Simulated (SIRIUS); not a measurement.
**FeO (Wuestite) in SIRIUS: convergence with wave cutoff**

The system is FeO (Wuestite).

```xyz
2
Lattice="0.0000 2.1554 2.1554 2.1554 0.0000 2.1554 2.1554 2.1554 0.0000" Properties=species:S:1:pos:R:3 pbc="T T T"
Fe    0.0000    0.0000    0.0000
O     2.1554    2.1554    2.1554
```

- Program: SIRIUS 7.10.0
- Task: single point
- Functional: PBE
- Potentials or basis: SG15 1.2 PBE (norm-conserving)
- Cutoff: 307 eV
- Density cutoff: 1228 eV
- k mesh: 6 × 6 × 6
- Occupations: methfessel-paxton, width 0.05 eV
- Spin: collinear spin, ferromagnetic start
- Starting moments: [3.0, 0.0] μB

These are the settings of the first run; the series varies wave cutoff, with any setting tied to it.

Hardware: 1 thread of Arm Neoverse V1, on a shared host.

| wave cutoff | pressure (GPa) | absolute moment (μB) | SCF cycles | CPU time (s) | peak memory (GiB) |
| --- | --- | --- | --- | --- | --- |
| 307 eV | -1756.95 | 2.31 | 27 | 9.5 | 0.07 |
| 442 eV | -778.68 | 3.95 | 26 | 16 | 0.08 |
| 601.7 eV | -221.78 | 4.02 | 55 | 140 | 0.13 |
| 785.9 eV | -30.86 | 4.02 | 27 | 36 | 0.11 |
| 994.6 eV | -2.22 | 4.02 | 27 | 52 | 0.14 |
| 1227.9 eV | timed out after 300 s | - | - | - | - |
| 1622.4 eV | timed out after 300 s | - | - | - | - |
| 2075.2 eV | timed out after 300 s | - | - | - | - |

Against the tightest run, the absolute moment stays within 0.02 μB from 601.7 eV on. Not settled before the last step: the pressure (to 0.1 GPa). The tightest run that finished is the yardstick and may itself not be fully converged.

Caveat, for the tightest run too: the k mesh is coarse (spacing up to 0.42 Å⁻¹), so the values aren't converged; this version's Methfessel-Paxton entropy term is faulty, so the free energy in the log is wrong and no energy is listed; a cell with one magnetic atom can't hold antiferromagnetic order, which such compounds often take.
